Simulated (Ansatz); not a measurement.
I:

```
I
1.0
     2.53835   -3.70662    0.00000
     2.53835    3.70662    0.00000
    -1.62087    0.00000    2.38110
I
1
Direct
  0.50000 0.50000 0.50000
```

Base run:

| Item | Value |
| --- | --- |
| Program | Ansatz 0.2.0 |
| Functional | PBEsol |
| Potentials or basis | Ansatz PAW |
| Cutoff | 420 eV |
| Density cutoff | 1680 eV |
| k mesh | 7 × 7 × 11 |
| Occupations | fermi-dirac, width 0.05 eV |
| Spin | no spin polarisation |

Its results: band gap on the k mesh none (metal or under the smearing width); pressure -0.4 GPa.

Question: After a change of settings the same cell gave: band gap on the k mesh none (metal or under the smearing width); pressure 0.2 GPa. Which change was it?
A. functional from PBEsol to LDA; k mesh from 7 × 7 × 11 to 4 × 4 × 6
B. functional from PBEsol to LDA; occupations from fermi-dirac, width 0.05 eV to gaussian, width 0.1 eV
C. spin from no spin polarisation to spin-orbit coupling, no magnetisation; potential files from those of the base run to others of the same set

Answer: C.

Caveats: the PAW data sets come from PBE, with cores solved anew for the run's functional, which leaves a small shift of forces and pressure; an odd number of electrons without spin polarisation forces a metal (some runs); a magnetic or distorted state may lie lower (some runs).

Not every run made on this cell is shown here.
